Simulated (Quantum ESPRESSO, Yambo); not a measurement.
# P (puckered monolayer): G0W0 with Yambo, start to end, part 2 of 2

How does a plane-wave GW calculation on P (puckered monolayer) run from the first input to the gap?

Quantum ESPRESSO 7.5 and Yambo 5.3.0; PBE and many-body steps on it, plane waves. Known limits of the many-body steps: not at the basis limit.

So far. Step 2 (Ground state): The gap is direct, at Γ. Step 3 (Empty states on the mesh, 6×6×1 mesh, 70 bands): On this mesh the gap is 0.908 eV.

## (5) Screening and self-energy, 6×6×1 mesh, 70 bands, screening to 88.4 eV

Now the one-shot GW correction: screening in the RPA, then the self-energy of the levels asked for.

This step: G0W0 on PBE, plane waves, norm-conserving pseudopotentials.

gw1.in reads:

```
HF_and_locXC
gw0
dyson
ppa
em1d
rim_cut
rim_w
RandQpts= 3000000
RandGvec= 100 RL
CUTGeo= "slab z"
RandGvecW= 9 RL
EXXRLvcs= 36 Ry
VXCRLvcs= 144 Ry
Chimod= "HARTREE"
% BndsRnXp
 1 | 70 |
%
NGsBlkXp= 6.5 Ry
% LongDrXp
 1 | 1 | 0 |
%
% GbndRnge
 1 | 70 |
%
DysSolver= "n"
ExtendOut
PPAPntXp= 27.21138 eV
% QPkrange
 1 | 1 | 9 | 12 |
%
```

Started as:

```sh
OMP_NUM_THREADS=2 mpirun -n 4 yambo -F gw1.in -J gw1 -C gw1 > gw1.log
```

The program printed:

```text
 Yambo, version 5.3.0

 [02] CORE Variables Setup
 =========================

  [... cell, symmetries and grids as in the set-up ...]

  [02.05] Energies & Occupations
  ==============================

  [X] === General ===
  [X] Electronic Temperature                        :  0.000000  0.000000 [eV K]
  [X] Bosonic    Temperature                        :  0.000000  0.000000 [eV K]
  [X] Finite Temperature mode                       : no
  [X] El. density                                   :  0.93433E+23 [cm-3]
  [X] Fermi Level                                   : -0.738122 [eV]

  [X] === Gaps and Widths ===
  [X] Conduction Band Min                           :  0.907577 [eV]
  [X] Valence Band Max                              :  0.000000 [eV]
  [X] Filled Bands                                  :  10
  [X] Empty Bands                                   :   11   70
  [X] Direct Gap                                    :  0.907577 [eV]
  [X] Direct Gap localized at k                     :  1
  [X] Indirect Gap                                  :  0.907577 [eV]
  [X] Indirect Gap between kpts                     :  1  1
  [X] Last valence band width                       :  1.926594 [eV]
  [X] 1st conduction band width                     :  1.893679 [eV]

 [03] Transferred momenta grid and indexing
 ==========================================

 IBZ Q-points                                      :  16
 BZ  Q-points                                      :   36

 K/Q-points units:
 rlu = crystal or reduced units; cc = cartesian coordinates; iku = interal k-units

 Q [ 1]         [rlu]:  0.000000  0.000000  0.000000
 Q [ 2]         [rlu]:  0.000000  0.166667  0.000000
 Q [ 3]         [rlu]:  0.000000  0.333333  0.000000
 Q [ 4]         [rlu]:  0.000000 -0.500000  0.000000
 Q [ 5]         [rlu]:  0.166667  0.000000  0.000000
 Q [ 6]         [rlu]:  0.166667  0.166667  0.000000
 Q [ 7]         [rlu]:  0.166667  0.333333  0.000000
 Q [ 8]         [rlu]:  0.166667 -0.500000  0.000000
 Q [ 9]         [rlu]:  0.333333  0.000000  0.000000
 Q [10]         [rlu]:  0.333333  0.166667  0.000000
     [... 4 further rows ...]
 Q [15]         [rlu]: -0.500000  0.333333  0.000000
 Q [16]         [rlu]: -0.500000 -0.500000  0.000000

 [04] Coloumb potential Random Integration (RIM)
 ===============================================

 Performing RIM of v_slab

  [04.01] RIM initialization
  ==========================

  * Diagonal components only detected *

  8 x (sBL volume)        :  0.038159 [a.u.]
  sBZ random points       :  3000000
  Points outside the sBZ  :  24001885
  RL volume               :  0.171717 [a.u.]
  Integrated volume       :  0.171704 [a.u.]

  [04.02] RIM integrals
  =====================

  Gamma point sphere radius             :  0.035758 [a.u.]
  Points outside the sphere             :  2398816
  [Int_sBZ(q=0) 1/q^2]*(Vol_sBZ)^(-1/3) =:  7.262311
                                 should be <:  7.795600

  Summary of Coulomb integrals for non-metallic bands |Q|[au] RIM/Bare

  Q [1] 0.100000E-4 0.931591 * Q [5] 0.119761 0.805154
  Q [2] 0.167704 1.026326 * Q [6] 0.206076 1.013435
  Q [9] 0.239522 0.969975 * Q [10] 0.292396 1.007201
  Q [3] 0.335408 1.035915 * Q [7] 0.356148 1.030490
  Q [13] 0.359283 0.999203 * Q [14] 0.396496 1.006916
  Q [11] 0.412152 1.020261 * Q [15] 0.491511 1.012292
  Q [4] 0.503112 1.021810 * Q [8] 0.517170 1.019954
  Q [12] 0.557219 1.015652 * Q [16] 0.618228 1.011122
  Non-periodic chartesian directions : none
  Optical renormalization            :  26.45617 [au]
  Polarizability dimension           : length

 [05] Coloumb potential CutOffslab
 =================================

 Cut directionsZ
 Slab Cutoff:Z
 Symmetry test passed : yes

 [06] Dipoles
 ============

  [06.01] Setup: observables and procedures
  =========================================

  [WARNING] [x,Vnl] slows the Dipoles computation. To neglect it rename the ns.kb_pp file

 [07] Dynamic Dielectric Matrix (PPA)
 ====================================

 [WR./gw1//ndb.pp]---------------------------------------------------------------
  Brillouin Zone Q/K grids (IBZ/BZ)                :   16   36   16   36
  RL vectors                                       :   6937 [WF]
  Coulomb cutoff potential                         : slab z
  Electronic Temperature                           :  0.000000 [K]
  Bosonic    Temperature                           :  0.000000 [K]
  PPA    diel. fun.  energies                      : Perdew, Burke & Ernzerhof(X)+Perdew, Burke & Ernzerhof(C)
  wavefunctions                                    : Perdew, Burke & Ernzerhof(X)+Perdew, Burke & Ernzerhof(C)
  Global Gauge                                     : length
  X matrix size                                    :   367
  X band range                                     :    1   70
  X e/h energy range                               : -1.000000 -1.000000 [eV]
  X Time ordering                                  : R
  X Hxc Kernel                                     : HARTREE
  X Drude frequency                                :  0.000000  0.000000
  X poles                                          :  100.0000 [o/o]
  RL vectors in the sum                            :   6937
  [r,Vnl] included                                 : yes
  Field direction                                  :  0.707107E-5  0.707107E-5   0.00000
  BZ energy Double Grid                            : no
  BZ energy DbGd points                            : 0
  BZ Q point size factor                           : -1.000000
  X Optical Averaged directions                    : none

 [08] Local Exchange-Correlation + Non-Local Fock
 ================================================

 [VXC] Plane waves :   42135
 [EXS] Plane waves :   5277

 QP @ state[ 1 ] K range:  1  1
 QP @ state[ 1 ] b range:   9  12

 [xc] Functional : Perdew, Burke & Ernzerhof(X)+Perdew, Burke & Ernzerhof(C)
 [xc] LIBXC used to calculate xc functional
  PP Number of Atomic Species                      :  1
  NLCC RL compoments                               :   42135
  PP Number of Atomic Species                      :  1
  NLCC RL compoments                               :   42135

 [xc] E_xc :  -6.688785 [Ha]
      E_xc :  -13.37757 [Ry]

  Local XC kind (lXC) : Perdew, Burke & Ernzerhof(X)+Perdew, Burke & Ernzerhof(C)
  Non-Local XC kind (nlXC) : Hartree-Fock

  Corrections @ K [1] :  [eV]
 <9|nlXC|9> = -13.06480  0.48792E-17 <9|lXC|9> = -10.56693  0.18882E-15
 <10|nlXC|10> = -13.16204  0.49498E-17 <10|lXC|10> = -11.64656  0.18882E-15
 <11|nlXC|11> = -6.494388  0.15895E-17 <11|lXC|11> = -9.948951 -0.18882E-15
 <12|nlXC|12> = -6.528417  0.66098E-18 <12|lXC|12> = -10.94122  0.94408E-16

 [09] Dyson equation: Newton solver
 ==================================

  [09.01] RIM-W interpolation
  ===========================

  [WARNING] RIM-W works only for 2D semiconductors with slab cutoff
  Found compatible q grid: 2D
  q_min[ 1 ]:  0.166667  0.000000  0.000000 [rlu]
   0.166667  0.000000  0.000000 [iku]
  q_min[ 2 ]:  0.000000  0.166667  0.000000 [rlu]
   0.000000  0.166667  0.000000 [iku]
  G-vectors :   9
  G-vectors loaded:   83
  Number of interpolated frequencies:  2

  Evaluating coefficients q = 0
  Evaluating coefficients q = 0

  [09.02] RIM-W integrals
  =======================

  8 x (sBL volume)        :  0.038159 [a.u.]
  sBZ random points       :  3000000
  Points outside the sBZ  :  24001885
  RL volume               :  0.171717 [a.u.]
  Integrated volume       :  0.171704 [a.u.]

  [09.03] RIM integrals
  =====================

  Comparison between head Wc = W - v averages: < Wc > [au] RIM-W/RIM

   < -Wc [Q = 1] > 0.333443E-1 0.467630E-4 * < -Wc [Q = 2] > 0.004971 0.004797
   < -Wc [Q = 3] > 0.940806E-3 0.921410E-3 * < -Wc [Q = 4] > 0.326249E-3 0.322298E-3
   < -Wc [Q = 5] > 0.008176 0.008210 * < -Wc [Q = 6] > 0.003066 0.002936
   < -Wc [Q = 7] > 0.795034E-3 0.778503E-3 * < -Wc [Q = 8] > 0.298899E-3 0.295381E-3
   < -Wc [Q = 9] > 0.002006 0.001993 * < -Wc [Q = 10] > 0.001272 0.001247
   < -Wc [Q = 11] > 0.525667E-3 0.515761E-3 * < -Wc [Q = 12] > 0.235667E-3 0.232971E-3
   < -Wc [Q = 13] > 0.756247E-3 0.752175E-3 * < -Wc [Q = 14] > 0.585871E-3 0.580447E-3
   < -Wc [Q = 15] > 0.324306E-3 0.319994E-3 * < -Wc [Q = 16] > 0.171036E-3 0.169054E-3

  Comparison between head Wc = W - v averages: < Wc > [au] RIM-W/RIM

   < -Wc [G = 1,G`=0] > 0.333443E-1 0.467630E-4 * < -Wc [G = 2,G`=0] >-0.001132 0.000000
   < -Wc [G = 3,G`=0] >-0.001132 0.000000 * < -Wc [G = 4,G`=0] > 0.152253E-5  0.00000
   < -Wc [G = 5,G`=0] > 0.152253E-5  0.00000 * < -Wc [G = 6,G`=0] > 0.853412E-4  0.00000
   < -Wc [G = 7,G`=0] > 0.853412E-4  0.00000 * < -Wc [G = 8,G`=0] >-0.21279E-09  0.0000
   < -Wc [G = 9,G`=0] >-0.21386E-09  0.0000

 [10] G0W0 (W PPA)
 =================

 [  GW  ] Bands range     :    1   70
 [GW/PPA] G damping       :  0.100000 [eV]

 QP @ state[ 1 ] K range:  1  1
 QP @ state[ 1 ] b range:   9  12

  Sc/G bands                                       :    1   70
  Sc/G damping                                     :  0.100000 ev
  Sc bands terminator                              : no
  Sx RL components                                 :   5277

  QP @ state[ 1 ] K range                          :  1  1
  QP @ state[ 1 ] b range                          :   9  12
  GF energies kind                                 : Perdew, Burke & Ernzerhof(X)+Perdew, Burke & Ernzerhof(C)
  GF WF`s kind                                     : Perdew, Burke & Ernzerhof(X)+Perdew, Burke & Ernzerhof(C)
  Xs energies kind                                 : Perdew, Burke & Ernzerhof(X)+Perdew, Burke & Ernzerhof(C)
  Xs WF`s kind                                     : Perdew, Burke & Ernzerhof(X)+Perdew, Burke & Ernzerhof(C)

 [14] Game Over & Game summary
```

It took 2.1 min on 4 MPI ranks of Arm Neoverse V2, shared host; peak memory 2.1 GiB.

Numbers from this step:

```yaml
g0w0_gap_on_the_points_computed: 1.950 eV
starting_gap_on_the_mesh: 0.9076 eV
k_of_the_valence_top: 0, 0, 0
k_of_the_conduction_bottom: 0, 0, 0
least_direct_g0w0_gap_on_the_computed_points: 1.950 eV
z_at_the_valence_top: 0.7352
z_at_the_conduction_bottom: 0.7453
```

The gap on the mesh goes from 0.91 eV to 1.95 eV, a correction of +1.04 eV.

Limits: finite bands, cutoff and mesh. v1 is the top filled band, c1 the lowest empty one. The levels before and after the correction (eV, zero at the valence-band top of each column):

```csv
,conduction bottom,valence top
Kohn-Sham,0.91,0.00
G0W0,1.95,0.00
```

```csv
,level,energy (eV)
Kohn-Sham,Γ v2,-1.638
Kohn-Sham,Γ v1,0.000
Kohn-Sham,Γ c1,0.908
Kohn-Sham,Γ c2,1.643
G0W0,Γ v2,-1.889
G0W0,Γ v1,0.000
G0W0,Γ c1,1.950
G0W0,Γ c2,2.937
```

## (6) Where the time went

Times are wall times on the hardware named with each run. The host was busy with other work, so they are no guide to cost.

```csv
step,time,share,memory (GiB)
ground state,12 s,8 %,0.6
empty states on the mesh,14 s,9 %,0.5
conversion and set-up,2.2 s,1 %,0.24
screening and self-energy,2.1 min,82 %,2.1
```

## (7) Outcome

```json
{
  "PBE gap": "0.91 eV, direct",
  "G0W0 gap on the mesh": "1.95 eV",
  "GW settings": "6×6×1 mesh, 70 bands, screening to 88.4 eV, Godby-Needs plasmon pole",
  "known limits": "not at the basis limit"
}
```

**Reading.** G0W0 moves the gap on the mesh from 0.91 eV to 1.95 eV (+1.04 eV), with Z of 0.74 and 0.75 at the edges. Only 1 of the mesh's irreducible points was corrected, so a valley elsewhere could overtake. The dearest step here is «screening and self-energy». Against experiment, by G0W0@PBE: the direct gap of 1.95 eV lies +0.20 eV from the measured 1.75 ± 0.04 eV (exciton, 263 K, on SiO2/Si, 2015); the gap of 1.95 eV lies +0.95 eV from the measured 1 eV (transport, quoted 2015); the gap of 1.95 eV lies −0.25 eV from the measured 2.2 eV (electronic, quoted 2018); the direct gap of 1.95 eV lies +0.28 eV from the measured 1.67 eV (exciton, 2017); the direct gap of 1.95 eV lies −0.04 eV from the measured 1.991 ± 0.036 eV (exciton, on SiO2/Si, 2016). An exciton line or allowed optical edge lies below the quasiparticle gap by the binding energy; a forbidden edge can push the onset above it. The computed sheet is free-standing; a substrate or cover screens it further and lowers both gap and binding, while the exciton line moves little. The calculation has static nuclei and no excitons; a measured gap holds zero-point and thermal motion, which mostly lowers it. Bands and cutoff are finite, so the gap is not at the basis limit. The miss can reach some tenths of an eV and take either sign; the mesh is an error of its own. In the G0W0 run levels were corrected at 1 k point alone, so a gap called «on the mesh» is the least over those, and an edge elsewhere would be missed.

[Paths, hosts, dates, memory and timing lines, banners, echoed tables and standing remarks are left out of the program output.]

[Logs are printed without paths, hosts, clocks, repeated set-up lines and the standing remarks that a program may print on its own settings, such as how far it seeks lower states.]

[Runs of the session that timed out or met a known fault of the program may be left out.]

[Hosts, paths, dates, database ids (printed as entryN), source tags and the programs' standing remarks are cut or masked in the printed files.]
